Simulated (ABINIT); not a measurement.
# InAs (F-43m) in ABINIT: settings compared, part 2 of 2

ABINIT 10.8.3 (patched build).

## Step 4: Single point, PBEsol (cell relaxed)

The input, run.abi:

```
# Pseudopotentials
pp_dirpath "./"
pseudos "In.upf, As.upf"

# Structure
acell 3*1.0
rprim
     0.0000000000     5.7572444679     5.7572444679
     5.7572444679     0.0000000000     5.7572444679
     5.7572444679     5.7572444679     0.0000000000
ntypat 2
znucl 49 33
natom 2
typat 1 2
xred
     0.0000000000     0.0000000000     0.0000000000
     0.7500000000     0.7500000000     0.7500000000
chkprim 0
chksymtnons 0
tolsym 1.0e-6

# Plane-wave basis
ecut 42.0

# k points
kptopt 1
ngkpt 6 6 6
nshiftk 1
shiftk 0.0 0.0 0.0

# Exchange and correlation
ixc -116133

# Bands and occupations
nband 18
occopt 3
tsmear 0.05 eV

# SCF cycle
nstep 100
tolvrs 1.0e-10

# Output
iomode 3
prtwf 0
prtden 0
prteig 0
prtebands 0
enunit 2
```

Potentials or basis: PseudoDojo NC SR PBEsol v0.4.1 standard.

Command:

```sh
$ mpirun --bind-to none -np 4 abinit run.abi > log 2>&1
```

run.abo:

```text
.Version 10.8.3 of ABINIT
 Symmetries : space group F-4 3 m (#216); Bravais cF (face-center cubic)
================================================================================
 Values of the parameters that define the memory need of the present run
     intxc =       0    ionmov =       0      iscf =       7    lmnmax =       6
     lnmax =       6     mgfft =      48  mpssoang =       3    mqgrid =    3001
     natom =       2  nloc_mem =       1    nspden =       1   nspinor =       1
    nsppol =       1      nsym =      24    n1xccc =    2501    ntypat =       2
    occopt =       3   xclevel =       2
       mpw =        4972          nfft =      110592          nkpt =          16
================================================================================
================================================================================

--------------------------------------------------------------------------------
------------- Echo of variables that govern the present computation ------------
--------------------------------------------------------------------------------
 -outvars: echo values of preprocessed input variables --------
            acell      1.0000000000E+00  1.0000000000E+00  1.0000000000E+00 Bohr
              amu      1.14820000E+02  7.49215900E+01
          chkprim           0
      chksymtnons           0
             ecut      4.20000000E+01 Hartree
           enunit           2
              ixc     -116133
         kptrlatt        6    0    0      0    6    0      0    0    6
          kptrlen      4.88518393E+01
            natom           2
            nband          18
            ngfft          48      48      48
             nkpt          16
            nstep         100
             nsym          24
           ntypat           2
           occopt           3
           prtden           0
        prtebands           0
           prteig           0
            prtwf           0
            rprim      0.0000000000E+00  5.7572444679E+00  5.7572444679E+00
                       5.7572444679E+00  0.0000000000E+00  5.7572444679E+00
                       5.7572444679E+00  5.7572444679E+00  0.0000000000E+00
          spgroup         216
           tolsym      1.00000000E-06
           tolvrs      1.00000000E-10
           tsmear      1.83746611E-03 Hartree
            typat      1  2
           xangst      0.0000000000E+00  0.0000000000E+00  0.0000000000E+00
                       4.5699038519E+00  4.5699038519E+00  4.5699038519E+00
            xcart      0.0000000000E+00  0.0000000000E+00  0.0000000000E+00
                       8.6358667018E+00  8.6358667018E+00  8.6358667018E+00
             xred      0.0000000000E+00  0.0000000000E+00  0.0000000000E+00
                       7.5000000000E-01  7.5000000000E-01  7.5000000000E-01
            znucl       49.00000   33.00000

================================================================================

 chkinp: Checking input parameters for consistency.

================================================================================
== DATASET  1 ==================================================================

--- !DatasetInfo
iteration_state: {dtset: 1, }
dimensions: {natom: 2, nkpt: 16, mband: 18, nsppol: 1, nspinor: 1, nspden: 1, mpw: 4972, }
cutoff_energies: {ecut:  42.0, pawecutdg:  -1.0, }
electrons: {nelect:   2.80000000E+01, charge:   0.00000000E+00, occopt:   3.00000000E+00, tsmear:   1.83746611E-03, }
meta: {optdriver: 0, ionmov: 0, optcell: 0, iscf: 7, paral_kgb: 0, }
...

 Real(R)+Recip(G) space primitive vectors, cartesian coordinates (Bohr,Bohr^-1):
 R(1)=  0.0000000  5.7572445  5.7572445  G(1)= -0.0868471  0.0868471  0.0868471
 R(2)=  5.7572445  0.0000000  5.7572445  G(2)=  0.0868471 -0.0868471  0.0868471
 R(3)=  5.7572445  5.7572445  0.0000000  G(3)=  0.0868471  0.0868471 -0.0868471
 Unit cell volume ucvol=  3.8165768E+02 bohr^3
[... 65 lines left out ...]
- [  0.00000000E+00,   0.00000000E+00,   1.10510502E-07, ]
pressure_GPa:  -3.2513E-03
xred      :
- [  0.0000E+00,   0.0000E+00,   0.0000E+00, In]
- [  7.5000E-01,   7.5000E-01,   7.5000E-01, As]
cartesian_forces: # hartree/bohr
- [  1.16924218E-29,   1.16924218E-29,  -3.50772653E-29, ]
- [ -1.16924218E-29,  -1.16924218E-29,   3.50772653E-29, ]
force_length_stats: {min:   3.87793759E-29, max:   3.87793759E-29, mean:   3.87793759E-29, }
...

 Integrated electronic density in atomic spheres:
 ------------------------------------------------
 Atom  Sphere_radius  Integrated_density
    1        2.00000          9.92798325
    2        2.00000         12.38052514
================================================================================

 ----iterations are completed or convergence reached----

 Mean square residual over all n,k,spin=   27.256E-08; max=  70.010E-06
 reduced coordinates (array xred) for    2 atoms
       0.000000000000      0.000000000000      0.000000000000
       0.750000000000      0.750000000000      0.750000000000
 rms dE/dt=  1.9040E-28; max dE/dt=  2.6926E-28; dE/dt below (all hartree)
    1       0.000000000000      0.000000000000     -0.000000000000
    2       0.000000000000      0.000000000000      0.000000000000

 cartesian coordinates (angstrom) at end:
    1      0.00000000000000     0.00000000000000     0.00000000000000
    2      4.56990385191480     4.56990385191480     4.56990385191480

 cartesian forces (hartree/bohr) at end:
    1      0.00000000000000     0.00000000000000    -0.00000000000000
    2     -0.00000000000000    -0.00000000000000     0.00000000000000
 frms,max,avg= 2.2389283E-29 3.5077265E-29   0.000E+00  0.000E+00  0.000E+00 h/b

 cartesian forces (eV/Angstrom) at end:
    1      0.00000000000000     0.00000000000000    -0.00000000000000
    2     -0.00000000000000    -0.00000000000000     0.00000000000000
 frms,max,avg= 1.1513032E-27 1.8037455E-27   0.000E+00  0.000E+00  0.000E+00 e/A
 length scales=  1.000000000000  1.000000000000  1.000000000000 bohr
              =  0.529177210544  0.529177210544  0.529177210544 angstroms
 Fermi (or HOMO) energy (hartree) =   0.14139   Average Vxc (hartree)=  -0.35419
 Eigenvalues (hartree) for nkpt=  16  k points:
 kpt#   1, nband= 18, wtk=  0.00463, kpt=  0.0000  0.0000  0.0000 (reduced coord)
  -1.14715   -1.14715   -1.14715   -1.14687   -1.14687   -0.38706   -0.38706   -0.38706
  -0.38277   -0.38277   -0.29165    0.12509    0.14006    0.14006    0.14006    0.28176
   0.28176    0.28176
      occupation numbers for kpt#   1
   2.00000    2.00000    2.00000    2.00000    2.00000    2.00000    2.00000    2.00000
   2.00000    2.00000    2.00000    1.99972    1.34567    1.34567    1.34567    0.00000
   0.00000    0.00000
 prteigrs : prtvol=0 or 1, do not print more k-points.

 Fermi (or HOMO) energy (eV) =   3.84729   Average Vxc (eV)=  -9.63787
 Eigenvalues (   eV  ) for nkpt=  16  k points:
 kpt#   1, nband= 18, wtk=  0.00463, kpt=  0.0000  0.0000  0.0000 (reduced coord)
 -31.21566  -31.21566  -31.21566  -31.20797  -31.20797  -10.53253  -10.53253  -10.53253
 -10.41569  -10.41569   -7.93631    3.40395    3.81124    3.81124    3.81124    7.66703
   7.66703    7.66703
 prteigrs : prtvol=0 or 1, do not print more k-points.

--- !EnergyTerms
iteration_state     : {dtset: 1, }
comment             : Components of total free energy in Hartree
kinetic             :  1.17920730279093E+02
hartree             :  5.27429303891907E+01
xc                  : -4.33436430412982E+01
Ewald energy        : -9.20227852633100E+01
psp_core            :  3.95956701840964E+00
local_psp           : -1.44564918800453E+02
non_local_psp       : -6.69362139172653E+01
internal            : -1.72244333335633E+02
'-kT*entropy'       : -3.47720371635075E-05
total_energy        : -1.72244368107670E+02
total_energy_eV     : -4.68700802927274E+03
band_energy         : -1.56016648301374E+01
...

 Cartesian components of stress tensor (hartree/bohr^3)
  sigma(1 1)=  1.10510502E-07  sigma(3 2)=  0.00000000E+00
  sigma(2 2)=  1.10510502E-07  sigma(3 1)=  0.00000000E+00
  sigma(3 3)=  1.10510502E-07  sigma(2 1)=  0.00000000E+00

-Cartesian components of stress tensor (GPa)         [Pressure= -3.2513E-03 GPa]
- sigma(1 1)=  3.25133123E-03  sigma(3 2)=  0.00000000E+00
- sigma(2 2)=  3.25133123E-03  sigma(3 1)=  0.00000000E+00
- sigma(3 3)=  3.25133123E-03  sigma(2 1)=  0.00000000E+00

== END DATASET(S) ==============================================================
================================================================================

 -outvars: echo values of variables after computation  --------
            acell      1.0000000000E+00  1.0000000000E+00  1.0000000000E+00 Bohr
           etotal     -1.7224436811E+02
            fcart      1.1692421775E-29  1.1692421775E-29 -3.5077265324E-29
                      -1.1692421775E-29 -1.1692421775E-29  3.5077265324E-29
            rprim      0.0000000000E+00  5.7572444679E+00  5.7572444679E+00
                       5.7572444679E+00  0.0000000000E+00  5.7572444679E+00
                       5.7572444679E+00  5.7572444679E+00  0.0000000000E+00
           strten      1.1051050222E-07  1.1051050222E-07  1.1051050222E-07
                       0.0000000000E+00  0.0000000000E+00  0.0000000000E+00
           xangst      0.0000000000E+00  0.0000000000E+00  0.0000000000E+00
                       4.5699038519E+00  4.5699038519E+00  4.5699038519E+00
             xred      0.0000000000E+00  0.0000000000E+00  0.0000000000E+00
                       7.5000000000E-01  7.5000000000E-01  7.5000000000E-01
 Calculation completed.
```

It took 17 s on 4 MPI ranks of Intel Xeon Platinum 8488C (Sapphire Rapids), shared host; peak memory 0.36 GiB.

Results:

- Free energy: -4687.0080 eV
- Pressure: 0.0 GPa
- Band gap on the k mesh: none (metal or under the smearing width)
- Valence electrons inside the program's atomic spheres: In 9.93; As 12.38

Caveat: this crystal is a semiconductor, whose small gap the functional closes, so the metal is an error of the method.

## Step 5: Relaxation of cell and atoms, LDA

The input, run.abi:

```
# Pseudopotentials
pp_dirpath "./"
pseudos "In.upf, As.upf"

# Structure
acell 4.2680965312 4.2680965312 4.2680965312 Angstrom
rprim
     0.0000000000     0.7071067812     0.7071067812
     0.7071067812     0.0000000000     0.7071067812
     0.7071067812     0.7071067812     0.0000000000
ntypat 2
znucl 49 33
natom 2
typat 1 2
chkprim 0
chksymtnons 0
tolsym 1.0e-6
xred
            0.0            0.0            0.0
            3/4            3/4            3/4

# Plane-wave basis
ecut 40.0
ecutsm 0.5

# k points
kptopt 1
ngkpt 6 6 6
nshiftk 1
shiftk 0.0 0.0 0.0

# Exchange and correlation
ixc 7

# Bands and occupations
nband 18
occopt 3
tsmear 0.00183747

# SCF cycle
nstep 80
tolvrs 1.0e-12

# Output
iomode 3
prteig 0
prtebands 0
prtwf 0
prtden 0

# Relaxation
ionmov 2
optcell 2
ntime 50
tolmxf 2.0e-5
dilatmx 1.08
```

Potentials or basis: PseudoDojo NC SR LDA v0.4.1 standard.

Command:

```sh
$ mpirun --bind-to none -np 4 abinit run.abi > log 2>&1
```

It took 49 s on 4 MPI ranks of Intel Xeon Platinum 8488C (Sapphire Rapids), shared host; peak memory 0.36 GiB.

The run converged. Its results:

* Free energy: -4686.8273 eV
* Relaxed volume: 27.35 Å³/atom
* Relaxed cell: a = 4.261 Å, b = 4.261 Å, c = 4.261 Å, α = 60.00°, β = 60.00°, γ = 60.00°
* Space group after relaxing (to 0.05 Å): F-43m (No. 216)
* Energy gained by relaxing: 0.1 meV/atom
* Ionic steps: 3
* Pressure after relaxing: 0.0 GPa
* Band gap on the k mesh: none (metal or under the smearing width)

Step by step:
```csv
step,energy change (eV),largest force (eV/Å),pressure (GPa),volume (Å³)
1,0.0000,0.0000,-0.30,54.98
2,-0.0001,0.0000,-0.25,54.93
3,-0.0003,0.0000,0.01,54.70
```

Final structure:
```cif
data_structure
_symmetry_space_group_name_H-M 'P 1'
_symmetry_Int_Tables_number 1
_cell_length_a 4.2608
_cell_length_b 4.2608
_cell_length_c 4.2608
_cell_angle_alpha 60.000
_cell_angle_beta 60.000
_cell_angle_gamma 60.000
_cell_volume 54.70
loop_
_atom_site_label
_atom_site_type_symbol
_atom_site_fract_x
_atom_site_fract_y
_atom_site_fract_z
_atom_site_occupancy
In1 In 0.00000 0.00000 0.00000 1
As1 As 0.75000 0.75000 0.75000 1
```

Caveat: this crystal is a semiconductor, whose small gap the functional closes, so the metal is an error of the method.

## Step 6: Single point, LDA (cell relaxed)

The input, run.abi:

```
# Pseudopotentials
pp_dirpath "./"
pseudos "In.upf, As.upf"

# Structure
acell 4.2608256633 4.2608256633 4.2608256633 Angstrom
rprim
     0.0000000000     0.7071067812     0.7071067812
     0.7071067812     0.0000000000     0.7071067812
     0.7071067812     0.7071067812     0.0000000000
ntypat 2
znucl 49 33
natom 2
typat 1 2
xred
     0.0000000000     0.0000000000     0.0000000000
     0.7500000000     0.7500000000     0.7500000000
chkprim 0
chksymtnons 0
tolsym 1.0e-6

# Plane-wave basis
ecut 40.0

# k points
kptopt 1
ngkpt 6 6 6
nshiftk 1
shiftk 0.0 0.0 0.0

# Exchange and correlation
ixc 7

# Bands and occupations
nband 18
occopt 3
tsmear 0.05 eV

# SCF cycle
nstep 100
tolvrs 1.0e-10

# Output
iomode 3
prtwf 0
prteig 0
prtebands 0
enunit 1
prtden 1
prtvha 1
prtvclmb 1
prtpot 1
prtelf 1
```

Potentials or basis: PseudoDojo NC SR LDA v0.4.1 standard.

Command:

```sh
$ mpirun --bind-to none -np 4 abinit run.abi > log 2>&1
```

run.abo:

```text
.Version 10.8.3 of ABINIT
 Symmetries : space group F-4 3 m (#216); Bravais cF (face-center cubic)
================================================================================
 Values of the parameters that define the memory need of the present run
     intxc =       0    ionmov =       0      iscf =       7    lmnmax =       6
     lnmax =       6     mgfft =      48  mpssoang =       3    mqgrid =    3001
     natom =       2  nloc_mem =       1    nspden =       1   nspinor =       1
    nsppol =       1      nsym =      24    n1xccc =    2501    ntypat =       2
    occopt =       3   xclevel =       1
       mpw =        4486          nfft =      110592          nkpt =          16
================================================================================
================================================================================

--------------------------------------------------------------------------------
------------- Echo of variables that govern the present computation ------------
[... 218 lines left out ...]
- sigma(3 3)=  1.07060692E-01  sigma(2 1)=  0.00000000E+00

== END DATASET(S) ==============================================================
================================================================================

 -outvars: echo values of variables after computation  --------
            acell      8.0517935739E+00  8.0517935739E+00  8.0517935739E+00 Bohr
           etotal     -1.7223774097E+02
            fcart     -9.2370126874E-31 -1.8474025375E-31  5.5422076124E-31
                       9.2370126874E-31  1.8474025375E-31 -5.5422076124E-31
            rprim      0.0000000000E+00  7.0710678120E-01  7.0710678120E-01
                       7.0710678120E-01  0.0000000000E+00  7.0710678120E-01
                       7.0710678120E-01  7.0710678120E-01  0.0000000000E+00
           strten      3.6389189678E-06  3.6389189678E-06  3.6389189678E-06
                       0.0000000000E+00  0.0000000000E+00  0.0000000000E+00
           xangst      0.0000000000E+00  0.0000000000E+00  0.0000000000E+00
                       4.5192880800E+00  4.5192880800E+00  4.5192880800E+00
             xred      0.0000000000E+00  0.0000000000E+00  0.0000000000E+00
                       7.5000000000E-01  7.5000000000E-01  7.5000000000E-01
 Calculation completed.
```

Wall time 14 s (4 MPI ranks of Intel Xeon Platinum 8488C (Sapphire Rapids), shared host); peak memory 0.32 GiB.

Results:

| Property | Result |
| --- | --- |
| Free energy | -4686.8277 eV |
| Pressure | -0.1 GPa |
| Band gap on the k mesh | none (metal or under the smearing width) |
| Valence electrons inside the program's atomic spheres | In 9.91; As 12.37 |

Caveat: this crystal is a semiconductor, whose small gap the functional closes, so the metal is an error of the method.

## Step 7: The runs side by side

```csv
task,level,potentials or basis,cell,cutoff (eV),cell freedom (optcell),optimiser (ionmov),cutoff smearing ecutsm (Ha),force stop (Ha/bohr),gap on the mesh (eV),pressure (GPa),relaxed volume (Å³/atom)
single point,PBEsol,PseudoDojo NC SR PBEsol v0.4.1 standard,as given,1034,-,-,-,-,none,1.0,-
relaxation of cell and atoms,PBEsol,PseudoDojo NC SR PBEsol v0.4.1 standard,relaxed,1143,2,2,0.5,2e-05,none,0.0,28.28
single point,PBEsol,PseudoDojo NC SR PBEsol v0.4.1 standard,cell relaxed,1143,-,-,-,-,none,0.0,-
relaxation of cell and atoms,LDA,PseudoDojo NC SR LDA v0.4.1 standard,relaxed,1088,2,2,0.5,2e-05,none,0.0,27.35
single point,LDA,PseudoDojo NC SR LDA v0.4.1 standard,cell relaxed,1088,-,-,-,-,none,-0.1,-
```

Alike in all rows: no spin polarisation; k mesh 6 × 6 × 6; smearing fermi-dirac 0.05 eV.

Caveats: this crystal is a semiconductor, whose small gap the functional closes, so the metal is an error of the method.

Absolute energies hang on the potentials; compare differences alone.

## Step 8: How close it comes

Step 2. A measured gap of InAs is 0.418 eV (direct; 4.2 K; a printed reference work, data compilation); the calculated 0.00 eV misses it by -0.42 eV. Spin-orbit coupling on As, In is left out. The value is that of PBEsol on a finite k mesh, which can miss the band edges, without temperature or zero-point motion. Semilocal functionals fall short of measured gaps as a rule.
